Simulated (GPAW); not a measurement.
Wanted: an ASE script for a GPAW 26.7.0 run.

| Quantity | Value |
| --- | --- |
| Task | single point |
| Functional | TB-mBJ |
| Potentials or basis | GPAW PAW data sets for LDA (gpaw-data 1.2.1) |
| Cutoff | 800 eV |
| Basis | pw |
| k mesh | 6 × 6 × 6 |
| Occupations | fermi-dirac, width 0.05 eV |
| Spin | no spin polarisation |
| Maxiter | 150 |

Crystal: BaZrO3.

```
Ba Zr O
1.0
     4.19134    0.00000    0.00000
     0.00000    4.19134    0.00000
     0.00000    0.00000    4.19134
Ba Zr O
1 1 3
Direct
  0.00000 0.00000 0.00000
  0.50000 0.50000 0.50000
  0.50000 0.50000 0.00000
  0.50000 0.00000 0.50000
  0.00000 0.50000 0.50000
```

One way to write it, as run:

run.py

```python
from ase import Atoms
from ase.dft.bandgap import bandgap
from ase.io import write
from gpaw import GPAW, PW

atoms = Atoms(['Ba', 'Zr', 'O', 'O', 'O'],
              cell=[[4.19134, 0.0, 0.0],
                    [0.0, 4.19134, 0.0],
                    [0.0, 0.0, 4.19134]],
              scaled_positions=[[0.0, 0.0, 0.0],
                                [0.5, 0.5, 0.5],
                                [0.5, 0.5, 0.0],
                                [0.5, 0.0, 0.5],
                                [0.0, 0.5, 0.5]],
              pbc=True)

calc = GPAW(mode=PW(800),
            xc='TB09',
            kpts={'size': (6, 6, 6), 'gamma': True},
            occupations={'name': 'fermi-dirac', 'width': 0.05},
            nbands=36,
            convergence={'density': 1e-05, 'energy': 1e-05},
            eigensolver='cg',
            maxiter=150,
            txt='gpaw.txt')
atoms.calc = calc
energy = atoms.get_potential_energy()
calc.write('gs.gpw')
write('result.traj', atoms)
print('Fermi level:', round(calc.get_fermi_level(), 4), 'eV')
print(f'Gap: {bandgap(calc)[0]:.4f} eV, direct: {bandgap(calc, direct=True)[0]:.4f} eV')
```

Potentials or basis: GPAW PAW data sets for LDA (gpaw-data 1.2.1), pw.

The run is started by

```sh
$ OMP_NUM_THREADS=1 python run.py
```

Results of the run:

```yaml
Band_gap_on_the_k_mesh: 4.15 eV, indirect (least direct gap 4.44 eV)
```

Caveat: a model potential gives levels but no total energy; spin-orbit coupling is left out, which moves the levels of the heavy elements.

It took 4.8 min on 1 thread of Arm Neoverse V2, with other jobs on the host, peak memory 0.46 GiB.
